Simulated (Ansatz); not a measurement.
# Forms of Be₃Se₄: one energy to predict

All numbers below come from DFT PBE, scalar-relativistic, plane waves, PAW (Ansatz 0.2.0). Settings: cutoff 420 eV, Γ-centred meshes spaced at most about 0.3 Å⁻¹, and about 0.25 Å⁻¹ or finer for metals (2π included), Gaussian smearing. No spin polarisation.

Temperature and zero-point effects are left out. Rows are sorted by volume; energies count from the lowest form computed. Coordination counts Se atoms around Be (those within 1.25 times the shortest such distance or 1.15 times the sum of covalent radii, 1.27 where that leaves under three).

```tsv
row	form	source	atoms	coordination	V (Å³/atom)	gap on mesh (eV)	ΔE (meV/atom)
1	P-43m	invented	7	Be 4	19.1	0	?
2	I-42m	invented	7	Be 4	19.3	0	61
3	P-4m2	invented	7	Be 4	20.0	0	56
4	P6_3/m	invented	14	Be 4	21.3	0	114
5	Pmn2_1	invented	14	Be 4	21.8	1.13	0
```

The cell of row 1:

```xyz
7
Lattice="5.1142 0.0000 0.0000 0.0000 5.1142 0.0000 0.0000 0.0000 5.1142" Properties=species:S:1:pos:R:3 pbc="T T T"
Be    2.5571    0.0000    2.5571
Be    0.0000    2.5571    2.5571
Be    2.5571    2.5571    0.0000
Se    3.8367    3.8367    1.2775
Se    1.2775    1.2775    1.2775
Se    3.8367    1.2775    3.8367
Se    1.2775    3.8367    3.8367
```

Task: Estimate the missing energy, and say where the row ranks.

Result: 68 meV/atom, which puts it above row 2 and below row 4. Counting Se atoms around Be, row 1 and the lowest form (row 5) both have Be 4. The lowest form (row 5) holds Se–Se pairs (shortest 2.46 Å); in row 1 the shortest Se–Se distance is 3.61 Å.

An observed structure of this formula, if there is one, may be missing.

For metals, differences of a few meV/atom aren't resolved. Weakly bound directions are ill-defined at this level, which has no dispersion term (P-4m2), and this can change margins and order among such cells. Kohn–Sham gaps at this level usually fall short of measured ones. Cells relaxed within their symmetry can be saddle points. Some structure types and database cells were kept out of the candidates from the start, so a known form may be missing.
